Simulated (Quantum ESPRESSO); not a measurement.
# Au under changes of volume

One of the cells (16.855 Å³/atom); the others are scaled copies at fixed shape and fractional positions:

```
CELL_PARAMETERS angstrom
0.00000 2.03500 2.03500
2.03500 0.00000 2.03500
2.03500 2.03500 0.00000
ATOMIC_POSITIONS crystal
Au 0.00000 0.00000 0.00000
```

* Program: Quantum ESPRESSO 7.5
* Functional: RGE2
* Potentials or basis: PseudoDojo 0.4.1 SR PBE standard
* Cutoff: 1034 eV
* Density cutoff: 4136 eV
* k mesh: 11 × 11 × 11
* Occupations: fermi-dirac, width 0.05 eV
* Spin: no spin polarisation

| volume (Å³/atom) | energy over the lowest point (meV/atom) | pressure (GPa) |
| --- | --- | --- |
| 15.843 | 64.46 | 16.8 |
| 16.181 | ? | ? |
| 16.518 | 14.34 | 7.2 |
| 16.855 | 3.26 | 3.2 |
| 17.192 | 0.00 | -0.2 |
| 17.529 | 3.59 | -3.3 |
| 17.866 | 13.18 | -5.9 |

Task: What does the run at 16.181 Å³/atom give?

Result: Energy over the lowest point 34.33 meV/atom; pressure 11.7 GPa.

Worked out: A Birch-Murnaghan fit of order 3 (a polynomial in V^(-2/3)) to the other rows has its minimum at 17.18 Å³/atom with B0 = V·E''(V) = 167 GPa and B' = 5.6. It gives 34.29 meV/atom at 16.181 Å³/atom, against the run's 34.33, and -dE/dV = 11.8 GPa, against 11.7.

Energies are extrapolated to zero smearing.

Caveats: the potentials were made for another functional, which shifts forces and pressure.
